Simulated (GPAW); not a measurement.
# KTaO3 (Pm-3m) in GPAW: a series of runs

Aim: see how the results for KTaO3 move with the level of theory and the settings. Levels: OLYP, revPBE+D3(BJ), LDA. Tasks: band structure, equation of state.

Program: GPAW 26.7.0. These are calculated values, not measurements. Logs are shortened: lines on timing, memory, paths and dates and some standing lists are left out, and cuts for length are marked. The log counts tension as positive stress, the text compression.

## Step 1: The crystal as given

The structure is cubic, space group Pm-3m (No. 221). Conventional cell: a = 3.988 Å, b = 3.988 Å, c = 3.988 Å, α = 90.00°, β = 90.00°, γ = 90.00°. Ta (site symmetry m-3m) has 6 O at 1.99 Å as nearest neighbours. K (site symmetry m-3m) has 12 O at 2.82 Å as nearest neighbours. Around O (site symmetry 4/mmm) lie 2 Ta at 1.99 Å.

## Step 2: Band structure, OLYP, spin-orbit coupling, no magnetisation

The input, run.py:

```python
import numpy as np
from ase.dft.bandgap import bandgap
from ase.io import write
from ase.spacegroup import crystal
from ase.units import GPa
from gpaw import GPAW, PW, setup_paths
from gpaw.spinorbit import soc_eigenstates

setup_paths.insert(0, '.')

# Ta 1a
# K 1b
# O 3d
atoms = crystal(['Ta', 'K', 'O'],
                basis=[[0.0, 0.0, 0.0],
                       [0.5, 0.5, 0.5],
                       [0.0, 0.0, 0.5]],
                spacegroup=221, setting=1,  # Pm-3m
                cellpar=[3.9883, 3.9883, 3.9883, 90.0, 90.0, 90.0],
                primitive_cell=True)

calc = GPAW(mode=PW(800),
            xc='GGA_X_OPTX+GGA_C_LYP',
            kpts={'size': (6, 6, 6), 'gamma': True},
            occupations={'name': 'fermi-dirac', 'width': 0.05},
            nbands=36,
            convergence={'density': 1e-05, 'energy': 1e-05},
            eigensolver='davidson',
            maxiter=150,
            txt='gpaw.txt')
atoms.calc = calc
energy = atoms.get_potential_energy()
forces = atoms.get_forces()
stress = atoms.get_stress()
calc.write('gs.gpw')
write('result.traj', atoms)
print(f'Energy: {energy:.6f} eV')
print('Forces (eV/A):')
print(forces.round(4))
print('Stress (GPa):', (stress / GPa).round(3))
print('Fermi level:', round(calc.get_fermi_level(), 4), 'eV')
print(f'Gap: {bandgap(calc)[0]:.4f} eV, direct: {bandgap(calc, direct=True)[0]:.4f} eV')

path = atoms.cell.bandpath('GXMGRX,MR', npoints=80, eps=1e-4)
bs_calc = calc.fixed_density(kpts=path, symmetry='off', nbands=53,
                             convergence={'bands': 'CBM+6.0', 'eigenstates': 1e-6}, txt='bands.txt')
bs = bs_calc.band_structure()
bs.write('bs.json')
print(f'Gap on the path: {bandgap(bs_calc)[0]:.4f} eV')

soc = soc_eigenstates(bs_calc, theta=0, phi=0)
np.savetxt('soc_bands.dat', soc.eigenvalues(), fmt='%.4f')
mesh = soc_eigenstates('gs.gpw', theta=0, phi=0)
np.savetxt('soc_mesh.dat', mesh.eigenvalues(), fmt='%.4f')
print('Fermi level with spin-orbit coupling:', round(mesh.fermi_level, 4), 'eV')
```

Potentials or basis: PAW data sets generated in the run's folder for this functional, pw.

Launch:

```
$ gpaw-setup -f GGA_X_OPTX+GGA_C_LYP K O Ta
$ OMP_NUM_THREADS=1 python run.py
```

gpaw.txt:

```text
__  _  _
 | _ |_)|_||  |
 |__||  | ||/\| - 26.7.0

Input parameters:
  mode=PW(ecut=800.0),
  convergence={'density': 1e-05, 'energy': 1e-05},
  eigensolver=Davidson(niter=2),
  kpts=MonkhorstPack(size=(6, 6, 6), gamma=True),
  maxiter=150,
  nbands=36,
  occupations=Occupations(name='fermi-dirac', width=0.05),
  xc=XC(name='GGA_X_OPTX+GGA_C_LYP')

Diagonalizing LCAO Hamiltonian
Converting LCAO to pw mode
   .---------.
  /|         |
 * |         |
 | |         |
 | |   K     |
 O .---------.
 |O         /
 Ta---O----*

Atoms  # Å, Bohr magnetons
|   | symbol |        x |        y |        z |    initial magnetic moments |
|---|--------|----------|----------|----------|-----------------------------|
| 0 |     Ta | 0.000000 | 0.000000 | 0.000000 | ( 0.0000,  0.0000,  0.0000) |
| 1 |      K | 1.994150 | 1.994150 | 1.994150 | ( 0.0000,  0.0000,  0.0000) |
| 2 |      O | 0.000000 | 0.000000 | 1.994150 | ( 0.0000,  0.0000,  0.0000) |
| 3 |      O | 1.994150 | 0.000000 | 0.000000 | ( 0.0000,  0.0000,  0.0000) |
| 4 |      O | 0.000000 | 1.994150 | 0.000000 | ( 0.0000,  0.0000,  0.0000) |

Unit cell  # Å
| periodic |        x |        y |        z |  lengths |    angles |
|----------|----------|----------|----------|----------|-----------|
|      yes | 3.988300 | 0.000000 | 0.000000 | 3.988300 | 90.000000 |
|      yes | 0.000000 | 3.988300 | 0.000000 | 3.988300 | 90.000000 |
|      yes | 0.000000 | 0.000000 | 3.988300 | 3.988300 | 90.000000 |

Number of symmetries: 48
Symmetry operations  # r_c * U_cc + t_c -> r_c
|    | kind |            matrix            |
|----|------|------------------------------|
|  0 |  E   |  1, 0, 0,  0, 1, 0,  0, 0, 1 |
|  1 |  σ   |  1, 0, 0,  0, 1, 0,  0, 0,-1 |
|  2 |  σ   |  1, 0, 0,  0, 0, 1,  0, 1, 0 |
|  3 |  C4  |  1, 0, 0,  0, 0, 1,  0,-1, 0 |
|  4 |  C4  |  1, 0, 0,  0, 0,-1,  0, 1, 0 |
|  5 |  σ   |  1, 0, 0,  0, 0,-1,  0,-1, 0 |
|  6 |  σ   |  1, 0, 0,  0,-1, 0,  0, 0, 1 |
|  7 |  C2  |  1, 0, 0,  0,-1, 0,  0, 0,-1 |
|  8 |  σ   |  0, 1, 0,  1, 0, 0,  0, 0, 1 |
|  9 |  C2  |  0, 1, 0,  1, 0, 0,  0, 0,-1 |
| 10 |  C3  |  0, 1, 0,  0, 0, 1,  1, 0, 0 |
| 11 |  S6  |  0, 1, 0,  0, 0, 1, -1, 0, 0 |
| 12 |  S6  |  0, 1, 0,  0, 0,-1,  1, 0, 0 |
| 13 |  C3  |  0, 1, 0,  0, 0,-1, -1, 0, 0 |
| 14 |  C4  |  0, 1, 0, -1, 0, 0,  0, 0, 1 |
| 15 |  S4  |  0, 1, 0, -1, 0, 0,  0, 0,-1 |
| 16 |  C3  |  0, 0, 1,  1, 0, 0,  0, 1, 0 |
| 17 |  S6  |  0, 0, 1,  1, 0, 0,  0,-1, 0 |
| 18 |  σ   |  0, 0, 1,  0, 1, 0,  1, 0, 0 |
| 19 |  C4  |  0, 0, 1,  0, 1, 0, -1, 0, 0 |
| 20 |  C2  |  0, 0, 1,  0,-1, 0,  1, 0, 0 |
| 21 |  S4  |  0, 0, 1,  0,-1, 0, -1, 0, 0 |
| 22 |  S6  |  0, 0, 1, -1, 0, 0,  0, 1, 0 |
| 23 |  C3  |  0, 0, 1, -1, 0, 0,  0,-1, 0 |
| 24 |  S6  |  0, 0,-1,  1, 0, 0,  0, 1, 0 |
| 25 |  C3  |  0, 0,-1,  1, 0, 0,  0,-1, 0 |
| 26 |  C4  |  0, 0,-1,  0, 1, 0,  1, 0, 0 |
| 27 |  σ   |  0, 0,-1,  0, 1, 0, -1, 0, 0 |
| 28 |  S4  |  0, 0,-1,  0,-1, 0,  1, 0, 0 |
| 29 |  C2  |  0, 0,-1,  0,-1, 0, -1, 0, 0 |
| 30 |  C3  |  0, 0,-1, -1, 0, 0,  0, 1, 0 |
| 31 |  S6  |  0, 0,-1, -1, 0, 0,  0,-1, 0 |
| 32 |  C4  |  0,-1, 0,  1, 0, 0,  0, 0, 1 |
| 33 |  S4  |  0,-1, 0,  1, 0, 0,  0, 0,-1 |
| 34 |  S6  |  0,-1, 0,  0, 0, 1,  1, 0, 0 |
| 35 |  C3  |  0,-1, 0,  0, 0, 1, -1, 0, 0 |
| 36 |  C3  |  0,-1, 0,  0, 0,-1,  1, 0, 0 |
| 37 |  S6  |  0,-1, 0,  0, 0,-1, -1, 0, 0 |
| 38 |  σ   |  0,-1, 0, -1, 0, 0,  0, 0, 1 |
[... 107 lines left out ...]
    name:    Oxygen
    Z:       8.0
    valence: 6
    core:    2
    charge:  0.0  # [|e|]
    compensation charges:
      type: gauss
      rc: 0.21  # [Å]
      lmax: 2
    cutoffs:
      filter: 1.17  # [Å]
      core: 0.83  # [Å]
    projectors
    | kind |    occ | energy [eV] | rcut [Å] |
    |------|--------|-------------|----------|
    |   2s |  2.000 |     -24.147 |    0.688 |
    |   2p |  4.000 |      -8.970 |    0.598 |
    |    s |        |       3.065 |    0.688 |
    |    p |        |      18.241 |    0.598 |
    |    d |        |       0.000 |    0.619 |

    Using partial waves for O as LCAO basis

Reference energy: -446842.529055  # eV

eigensolver:
  Davidson
  Converge bands: occupied
  niter=2

density mixing:
  MSR1-Mixer
  Pratt-step length: 0.05
  Maximum mixing coefficient: 0.75
  Old densities: 10
  SVD Regularization: 0.005
  Good broyden scale: 1.0
  Trust region scale: 1.0
  Backstep threshold: 4.0
  History deletion threshold: 6.0
  Fourier metric: weight=20.0, sigma=0.015

occupation numbers:
  Fermi-Dirac:
    width: 0.0500  # eV

poisson solver:
  ecut: 6400.0  # eV

xc functional:
  name: GGA_X_OPTX+GGA_C_LYP with 2 nearest neighbor stencil

convergence criteria:
- Maximum integral of absolute [dens]ity change: 1e-05 electrons / valence electron
- Maximum [total energy] change in last 3 cyles: 1e-05 eV / valence electron
- Maximum integral of absolute [eigenst]ate change: 4e-08 eV^2 / valence electron
maximum number of iterations: 150

SCF iterations
|iter     | |      energy | eigst |  dens |
|---------|-|-------------|-------|-------|
|iter:   1| |  -42.808761 | +0.03 |       |
|iter:   2| |  -41.132387 | -1.42 | -0.86 |
|iter:   3| |  -37.100432 | -0.98 | -0.91 |
|iter:   4| |  -37.099453 | -2.74 | -1.53 |
|iter:   5| |  -37.142682 | -2.85 | -1.74 |
|iter:   6| |  -37.143029 | -4.24 | -2.66 |
|iter:   7| |  -37.143552 | -4.63 | -2.99 |
|iter:   8| |  -37.143617 | -5.69 | -3.55 |
|iter:   9| |  -37.143627c| -6.37 | -4.10 |
|iter:  10| |  -37.143627c| -7.37 | -4.76 |
|iter:  11| |  -37.143627c| -8.39c| -5.30c|

Converged in 11 steps
Energy contributions relative to reference atoms: (reference = -446842.529055)

Energy contributions:
  Kinetic:          38.679262
  Coulomb:         -41.958478
  Zero:              0.117732
  External:          0.000000
  Xc:              -33.982144
  Entropy:          -0.000000
  Spinorbit:         0.000000
  ----------------------------
  Free energy:     -37.143627
  Extrapolated:    -37.143627

dipole moment: (-36.709128, -36.709128, -36.709128)  # |e|*Ang

Fermi level: 6.642
Eigenvalues  # (at kpt = [0.000, 0.000, 0.000])
| band index |      eig [eV] | occ [0-2] |
|------------|---------------|-----------|
|          0 |       -62.280 |     2.000 |
|        ... |               |           |
|         12 |         3.192 |     2.000 |
|         13 |         3.192 |     2.000 |
|         14 |         4.546 |     2.000 |
|         15 |         4.546 |     2.000 |
|         16 |         4.546 |     2.000 |
|         17 |         4.967 |     2.000 |
[... 8 lines left out ...]
|         26 |        14.215 |     0.000 |
|         27 |        14.215 |     0.000 |
|        ... |               |           |
|         35 |        25.502 |     0.000 |

Gap: 2.243 eV
Transition (v -> c):
  (s=0, k=19, n=19, [0.50, 0.50, 0.50]) -> (s=0, k=0, n=20, [0.00, 0.00, 0.00])
Direct/indirect transitions are different
Direct gap: 2.857 eV
Transition at: (s=0, k=0, n=19, [0.00, 0.00, 0.00])

Forces  # eV/Ang
|        x |        y |       z |
|----------|----------|---------|
| -0.00000 |  0.00000 | 0.00000 |  # Ta   0
|  0.00000 |  0.00000 | 0.00000 |  # K    1
| -0.00000 |  0.00000 | 0.00000 |  # O    2
|  0.00000 | -0.00000 | 0.00000 |  # O    3
|  0.00000 |  0.00000 | 0.00000 |  # O    4

Stress tensor  # eV/Ang^3
|         x |         y |         z |
|-----------|-----------|-----------|
| -0.057693 |  0.000000 |  0.000000 |
|  0.000000 | -0.057693 |  0.000000 |
|  0.000000 |  0.000000 | -0.057693 |

# Writing to gs.gpw (mode='')
```

bands.txt:

```text
Diagonalizing LCAO Hamiltonian
Converting LCAO to pw mode
convergence criteria:
- Maximum integral of absolute [eigenst]ate change: 1e-06 eV^2 / valence electron
maximum number of iterations: 150

SCF iterations
|iter     | |      energy | eigst |  dens |
|---------|-|-------------|-------|-------|
[... 88 lines left out ...]
         [0.5       , 0.5       , 0.18181818],
         [0.5       , 0.5       , 0.22727273],
         [0.5       , 0.5       , 0.27272727],
         [0.5       , 0.5       , 0.31818182],
         [0.5       , 0.5       , 0.36363636],
         [0.5       , 0.5       , 0.40909091],
         [0.5       , 0.5       , 0.45454545],
         [0.5       , 0.5       , 0.5       ]])),
  maxiter=150,
  nbands=53,
  occupations=Occupations(name='fermi-dirac', width=0.05),
  symmetry=Symmetry(point_group=False, time_reversal=False),
  xc=XC(name='GGA_X_OPTX+GGA_C_LYP')
```

Wall time 2.7 min (1 thread of Arm Neoverse V1, shared host); peak memory 0.64 GiB.

Results:

- Free energy: -37.1436 eV
- Pressure: 9.2 GPa
- Band gap on the k mesh: 2.06 eV, indirect (least direct gap 2.58 eV)
- Band gap along the path: 2.06 eV, indirect (least direct gap 2.58 eV)

Levels at the corners of the path, in eV from the valence-band top:
```csv
point,band 37,band 38,band 39,band 40,band 41,band 42,band 43,band 44
Γ,-0.53,-0.53,-0.53,-0.52,2.06,2.06,2.06,2.06
X,-0.90,-0.90,-0.71,-0.71,2.33,2.33,4.82,4.82
M,-1.37,-1.37,-0.04,-0.04,4.84,4.84,5.12,5.12
Γ,-0.53,-0.53,-0.53,-0.52,2.06,2.06,2.06,2.06
R,0.00,0.00,0.00,0.00,6.23,6.23,6.23,6.23
X,-0.90,-0.90,-0.71,-0.71,2.33,2.33,4.82,4.82
M,-1.37,-1.37,-0.04,-0.04,4.84,4.84,5.12,5.12
R,0.00,0.00,0.00,0.00,6.23,6.23,6.23,6.23
```

Caveat: spin-orbit coupling was added after a scalar SCF, so levels and gaps hold it while energy, forces, pressure and moments don't; this program's spin-orbit splittings come out too wide for heavy elements.

## Step 3: Equation of state, revPBE+D3(BJ)

The input, run.py:

```python
from ase.calculators.mixing import SumCalculator
from ase.eos import EquationOfState
from ase.io import Trajectory, read
from ase.units import GPa
from dftd3.ase import DFTD3
from gpaw import GPAW, PW

atoms = read('KTaO3.cif')

traj = Trajectory('eos.traj', 'w')
volumes, energies = [], []
for x in [0.94, 0.96, 0.98, 1.0, 1.02, 1.04, 1.06]:
    a = atoms.copy()
    a.set_cell(atoms.cell * x**(1 / 3), scale_atoms=True)
    calc = GPAW(mode=PW(800),
                xc='revPBE',
                kpts={'size': (6, 6, 6), 'gamma': True},
                occupations={'name': 'fermi-dirac', 'width': 0.05},
                nbands=36,
                convergence={'density': 1e-05, 'energy': 1e-05},
                maxiter=150,
                txt=f'eos-{x:.2f}.txt')
    a.calc = SumCalculator([calc, DFTD3(method='revpbe', damping='d3bj')])
    energies.append(a.get_potential_energy())
    volumes.append(a.get_volume())
    p = -a.get_stress()[:3].mean() / GPa
    calc.write(f'eos-{x:.2f}.gpw')
    traj.write(a)
    print(f'{x:.2f} {volumes[-1]:10.4f} A^3 {energies[-1]:14.6f} eV {p:9.3f} GPa', flush=True)

v0, e0, B = EquationOfState(volumes, energies, eos='birchmurnaghan').fit()
print(f'V0 = {v0:.4f} A^3, E0 = {e0:.6f} eV, B0 = {B / GPa:.2f} GPa')
```

The input, KTaO3.cif:

```cif
data_KTaO3
_cell_length_a 3.98830000
_cell_length_b 3.98830000
_cell_length_c 3.98830000
_cell_angle_alpha 90.00000000
_cell_angle_beta 90.00000000
_cell_angle_gamma 90.00000000
_space_group_name_H-M_alt 'P1'
_space_group_name_Hall 'P 1'
_space_group_IT_number 1
loop_
_space_group_symop_operation_xyz
'x,y,z'
loop_
_atom_site_label
_atom_site_type_symbol
_atom_site_symmetry_multiplicity
_atom_site_Wyckoff_symbol
_atom_site_fract_x
_atom_site_fract_y
_atom_site_fract_z
_atom_site_occupancy
Ta1 Ta 1 a 0.0000000000 0.0000000000 0.0000000000 1
K1 K 1 a 0.5000000000 0.5000000000 0.5000000000 1
O1 O 1 a 0.0000000000 0.0000000000 0.5000000000 1
O2 O 1 a 0.0000000000 0.5000000000 0.0000000000 1
O3 O 1 a 0.5000000000 0.0000000000 0.0000000000 1
```

Potentials or basis: the program's PAW data sets (release 1.2.1) made for this functional, pw.

Launch:

```
$ OMP_NUM_THREADS=1 python run.py
```

It took 5.6 min on 1 thread of Arm Neoverse V1, shared host; peak memory 0.34 GiB.

It converged, with:

```yaml
Equilibrium_volume: 12.96 Å³/atom
Bulk_modulus: 190 GPa
Pressure_derivative_of_the_bulk_modulus: 4.5
```

Energy against volume, from the lowest point:
| volume (Å³/atom) | energy (meV/atom) |
| --- | --- |
| 11.927 | 56.77 |
| 12.180 | 31.10 |
| 12.434 | 13.61 |
| 12.688 | 3.48 |
| 12.942 | 0.00 |
| 13.196 | 2.45 |
| 13.449 | 10.22 |

The run has no spin-orbit coupling, so splittings on Ta are missing. Zero-point motion and thermal expansion aren't in these numbers.

## Step 4: Band structure, LDA, spin-orbit coupling, no magnetisation

The input, run.py:

```python
import numpy as np
from ase.dft.bandgap import bandgap
from ase.io import write
from ase.spacegroup import crystal
from ase.units import GPa
from gpaw import GPAW, PW
from gpaw.spinorbit import soc_eigenstates

# Ta 1a
# K 1b
# O 3d
atoms = crystal(['Ta', 'K', 'O'],
                basis=[[0.0, 0.0, 0.0],
                       [0.5, 0.5, 0.5],
                       [0.0, 0.0, 0.5]],
                spacegroup=221, setting=1,  # Pm-3m
                cellpar=[3.9883, 3.9883, 3.9883, 90.0, 90.0, 90.0],
                primitive_cell=True)

calc = GPAW(mode=PW(800),
            xc='LDA',
            kpts={'size': (6, 6, 6), 'gamma': True},
            occupations={'name': 'fermi-dirac', 'width': 0.05},
            nbands=36,
            convergence={'density': 1e-05, 'energy': 1e-05},
            maxiter=150,
            txt='gpaw.txt')
atoms.calc = calc
energy = atoms.get_potential_energy()
forces = atoms.get_forces()
stress = atoms.get_stress()
calc.write('gs.gpw')
write('result.traj', atoms)
print(f'Energy: {energy:.6f} eV')
print('Forces (eV/A):')
print(forces.round(4))
print('Stress (GPa):', (stress / GPa).round(3))
print('Fermi level:', round(calc.get_fermi_level(), 4), 'eV')
print(f'Gap: {bandgap(calc)[0]:.4f} eV, direct: {bandgap(calc, direct=True)[0]:.4f} eV')

path = atoms.cell.bandpath('GXMGRX,MR', npoints=60, eps=1e-4)
bs_calc = calc.fixed_density(kpts=path, symmetry='off', nbands=53,
                             convergence={'bands': 'CBM+6.0', 'eigenstates': 1e-6}, txt='bands.txt')
bs = bs_calc.band_structure()
bs.write('bs.json')
print(f'Gap on the path: {bandgap(bs_calc)[0]:.4f} eV')

soc = soc_eigenstates(bs_calc, theta=90, phi=0)
np.savetxt('soc_bands.dat', soc.eigenvalues(), fmt='%.4f')
mesh = soc_eigenstates('gs.gpw', theta=90, phi=0)
np.savetxt('soc_mesh.dat', mesh.eigenvalues(), fmt='%.4f')
print('Fermi level with spin-orbit coupling:', round(mesh.fermi_level, 4), 'eV')
```

Launch:

```
$ OMP_NUM_THREADS=1 python run.py
```

It took 2.3 min on 1 thread of Arm Neoverse V1, shared host; peak memory 0.56 GiB.

Results (log left out):

```
Free energy             : -44.2345 eV
Pressure                : -6.5 GPa
Band gap on the k mesh  : 1.87 eV, indirect (least direct gap 2.42 eV)
Band gap along the path : 1.87 eV, indirect (least direct gap 2.42 eV)
```

Levels at the corners of the path, in eV from the valence-band top:
```csv
point,band 38,band 39,band 40,band 41,band 42,band 43
Γ,-0.55,-0.55,-0.55,1.87,1.87,1.87
X,-0.95,-0.74,-0.74,2.16,2.16,4.77
M,-1.43,-0.05,-0.05,4.79,4.79,5.06
Γ,-0.55,-0.55,-0.55,1.87,1.87,1.87
R,0.00,0.00,0.00,6.20,6.20,6.20
X,-0.95,-0.74,-0.74,2.16,2.16,4.77
M,-1.43,-0.05,-0.05,4.79,4.79,5.06
R,0.00,0.00,0.00,6.20,6.20,6.20
```

Caveat: spin-orbit coupling was added after a scalar SCF, so levels and gaps hold it while energy, forces, pressure and moments don't; this program's spin-orbit splittings come out too wide for heavy elements.

## Step 5: Summary

```tsv
task	level	potentials or basis	spin	eigensolver	band path	band points	spin axis theta (degrees)	spin axis phi (degrees)	gap on the mesh (eV)	pressure (GPa)
band structure	OLYP	PAW data sets generated in the run's folder for this functional, pw	SOC, no magnetisation	davidson	GXMGRX,MR	80	0	0	2.06	9.2
equation of state	revPBE+D3(BJ)	the program's PAW data sets (release 1.2.1) made for this functional, pw	off	-	-	-	-	-	-	-
band structure	LDA	the program's PAW data sets (release 1.2.1) made for this functional, pw	SOC, no magnetisation	-	GXMGRX,MR	60	90	0	1.87	-6.5
```

Alike in all rows: cell as given; k mesh 6 × 6 × 6; cutoff (eV) 800; smearing fermi-dirac 0.05 eV.

Caveats: spin-orbit coupling was added after a scalar SCF, so levels and gaps hold it while energy, forces, pressure and moments don't (some runs); this program's spin-orbit splittings come out too wide for heavy elements (some runs).

Total energies depend on the potentials used, so only differences within one code and one set of settings carry meaning.
